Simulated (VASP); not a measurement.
Set up this calculation in VASP 6.6.1, as the native input.

* Task: single point
* Functional: PBE
* Potentials or basis: VASP PAW PBE potentials, release 64 (Ag)
* Cutoff: 520 eV
* k mesh: 11 × 11 × 11
* Occupations: gaussian, width 0.018 eV
* Spin: no spin polarisation
* Further INCAR settings: ALGO = Normal; EDIFF = 1e-06

The structure of Ag lies in POSCAR:

```
Ag
1.0
    0.0000000000      2.0427500000      2.0427500000
    2.0427500000      0.0000000000      2.0427500000
    2.0427500000      2.0427500000      0.0000000000
Ag
1
Direct
    0.0000000000      0.0000000000      0.0000000000
```

The input as run:

INCAR

```
PREC = Accurate
ENCUT = 520
EDIFF = 1E-6
ISMEAR = 0
SIGMA = 0.018000000000000002
LREAL = F
LASPH = T
NELM = 100
ALGO = Normal
ISIF = 2
LWAVE = F
LCHARG = F
GGA = PE
```

KPOINTS

```
Automatic mesh
0
Gamma
  11 11 11
```

Potentials or basis: VASP PAW PBE potentials, release 64 (Ag).

The run is started by

```console
$ cat potpaw_PBE.64/Ag/POTCAR > POTCAR
$ mpirun -np 1 vasp_std > vasp.out
```

It gave:

The pressure is 4.1 GPa and the band gap on the k mesh is none (metal or under the smearing width).

Wall time 4.5 s on 1 thread of Intel(R) Xeon(R) Platinum 8488C (Sapphire Rapids), on a shared host, peak memory 0.14 GiB.
